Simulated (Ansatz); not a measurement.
```yaml
crystal:
  lattice:
    - [0.00000, 2.85640, 2.85640]
    - [2.85640, 0.00000, 2.85640]
    - [2.85640, 2.85640, 0.00000]
  atoms:
    - { symbol: Ca, position: [0.00000, 0.00000, 0.00000] }
    - { symbol: Se, position: [0.50000, 0.50000, 0.50000] }
```

* orbitals: PBE
* datasets: hard PAW set made for 700 eV
* k mesh: 4×4×4
* empty bands: 123
* response cutoff: 200 eV
* wave cutoff: 700 eV
* frequencies: contour deformation
* q → 0 term: the completed-sum build's own treatment
* band sums: completed
* spin-orbit coupling: off

Program: Ansatz. The Kohn-Sham gap (from Γ to k = (0, -0.5, -0.5)) is 1.73 eV.

(1) By how much does G0W0 change the gap?

## Answers

(1) By +1.61 eV, to 3.35 eV. The valence edge moves by -1.29 eV (Z = 0.78) and the conduction edge by +0.33 eV (Z = 0.80).

This ran on a trial build of the method. The cell is a model at fixed atoms and needn't be the relaxed known crystal. Points k are given in fractions of the reciprocal vectors. The mesh is coarse, so these are values at the stated settings, not converged ones. The response is still cut, so the gap isn't quite at its basis limit. The build that completes the sums treats q → 0 its own way, which shifts gaps on a coarse mesh by up to tenths of an eV. The gap is read on the mesh, and the crystal's band edges can lie off it.
